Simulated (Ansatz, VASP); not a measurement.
# Two plane-wave programs on CoO

File INCAR:

```
ALGO     = Normal         # electronic algorithm
EDIFF    = 1E-6           # SCF threshold, eV
ENCUT    = 520            # plane-wave cutoff, eV
GGA      = PE             # functional
ISIF     = 2              # what is computed and relaxed
ISMEAR   = 0              # smearing method
ISPIN    = 2              # spin polarisation
LASPH    = True           # aspherical terms in the spheres
LCHARG   = False          # write CHGCAR
LDAU     = True           # DFT+U
LDAUJ    = 0 0          
LDAUL    = 2 -1           # shell
LDAUPRINT= 1            
LDAUTYPE = 2            
LDAUU    = 4.3 0          # U, eV
LMAXMIX  = 4              # l up to which the mixer works
LORBIT   = 11             # projections on sites
LREAL    = False          # projectors in reciprocal space
LWAVE    = False          # write WAVECAR
MAGMOM   = 2.87 0         # initial moments
NBANDS   = 18             # bands
NELM     = 150            # most SCF steps
PREC     = Accurate       # precision mode
SIGMA    = 0.05           # smearing width, eV
```

The input KPOINTS:

```
k-points
0
Gamma
  10 10 10
```

Contents of POSCAR:

```
CoO
1.0
   -1.5080004431      1.5080004431      2.1072503604
    1.5080004431     -1.5080004431      2.1072503604
    1.5080004431      1.5080004431     -2.1072503604
Co O
1 1
Direct
    0.0000000000      0.0000000000      0.0000000000
    0.5000000000      0.5000000000      0.0000000000
```

Input for Ansatz:

```yaml
crystal:
  lattice:
    - [-1.5080004431, 1.5080004431, 2.1072503604]
    - [1.5080004431, -1.5080004431, 2.1072503604]
    - [1.5080004431, 1.5080004431, -2.1072503604]
  atoms:
    - { symbol: Co, position: [0.0, 0.0, 0.0], spin: 2.87 }
    - { symbol: O, position: [0.5, 0.5, 0.0] }
basis:
  ecutwfc: 420
  ecutrho_ratio: 4
kpoints:
  mp_grid: { grid: [10, 10, 10] }
hamiltonian:
  xc: pbe
  hubbard: { sites: [{ species: Co, l: d, u_eff: 4.3 }] }
scf:
  occupations: { method: gaussian, width: 0.05 }
  lower_state_search: "off"
output:
  forces: true
  stress: true
  eigenvalues: true
  populations: true
  hubbard: { sites: [{ species: Co, l: d }] }
  eigenstates:
    nscf_kmesh: { grid: [28, 28, 28] }
    de_dk: true
    e_range: [-2.5, 3.987200252818]
  write_density: true
  write_potential: true
  elf: true
  volumetric_format: npy
magnetization:
  spin_polarized: true
checkpoint:
  read: start.run
  write: ck
  compress: false
  write_wavefunctions: false
  write_every: 100000
```

Alike in both runs: task single point; functional PBE; k mesh 10 × 10 × 10; occupations gaussian, width 0.05 eV; collinear spin; Hubbard terms Co d U = 4.3 eV.

|  | VASP | Ansatz |
| --- | --- | --- |
| version | VASP 6.6.1 | Ansatz 0.2.0 |
| potentials or method | VASP PAW PBE potentials, release 64 (Co, O) | scalar-relativistic, plane waves, PAW |
| plane-wave cutoff (eV) | 520 | 420 |
| valence electrons in the cell | 15 | 23 |

```csv
,VASP,Ansatz,Ansatz less VASP
pressure (GPa),0.2,11.8,+11.56
largest component of the traceless stress (GPa),5.05,1.62,-3.432
net moment per atom (μB),1.50,1.50,0.000
size of the moment on the site where the two differ most (μB),2.78,2.61,-0.170
```

Site moments also hang on the region over which each program counts them. The programs project onto different local orbitals, so the same U acts differently. The two sets of potentials don't hold the same shells in valence.

Caveats: a cell with one magnetic atom can't hold antiferromagnetic order, which such compounds often take. The state reached can hang on the start; a lower one may exist.
